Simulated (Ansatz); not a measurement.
# NaCl: the cost of one run

Computed with Ansatz 0.2.0 (DFT PBE, scalar-relativistic, unless a step's input says otherwise).

### 1 The structure to begin with

The structure is cubic, space group Pm-3m (No. 221). Conventional cell: a = 2.860 Å, b = 2.860 Å, c = 2.860 Å, α = 90.00°, β = 90.00°, γ = 90.00°. Around Na (site symmetry m-3m) lie 8 Cl at 2.48 Å. Cl (site symmetry m-3m) is surrounded by 8 Na at 2.48 Å.

As a file:

```
CELL_PARAMETERS angstrom
2.86000 0.00000 0.00000
0.00000 2.86000 0.00000
0.00000 0.00000 2.86000
ATOMIC_POSITIONS crystal
Na 0.00000 0.00000 0.00000
Cl 0.50000 0.50000 0.50000
```

Atoms are numbered in the order of the input: Na1, Cl2.

### 2 The deformed structure

Space group Pm-3m before, P4/mmm after.

### 3 Full-potential LAPW

input.yaml reads:

```yaml
crystal:
  lattice:
    - [2.9172, 0.0, 0.0]
    - [0.0, 2.9172, 0.0]
    - [0.0, 0.0, 2.86]
  atoms:
    - { symbol: Na, position: [0.0, 0.0, 0.0] }
    - { symbol: Cl, position: [0.5, 0.5, 0.5] }
kpoints:
  mp_grid: { grid: [8, 8, 8] }
  band_path:
    path:
      - [0.0, 0.0, 0.0]
      - [0.0, 0.5, 0.0]
      - [0.5, 0.5, 0.0]
      - [0.0, 0.0, 0.0]
      - [0.0, 0.0, 0.5]
      - [0.0, 0.5, 0.5]
      - [0.5, 0.5, 0.5]
      - [0.0, 0.0, 0.5]
      - [0.0, 0.5, 0.0]
    npoints: 5
scf:
  occupations: { method: fermi_dirac, width: 0.02 }
hamiltonian:
  xc: pbe
  pseudopotentials: { kind: all_electron, lapw: { basis_error: 0.00025 } }
output:
  forces: true
  stress: true
  eigenvalues: true
```

Run with:

```console
$ ansatz run input.yaml --threads 1 --pin off --max-ram 3072MiB --backend cpu --events-out ev --progress --plain --runs-dir out
```

Q: Estimate wall time and peak memory on 1 thread of Intel Xeon 6975P-C (Granite Rapids), shared host.

About 5.4 s, with a peak of 0.35 GiB.
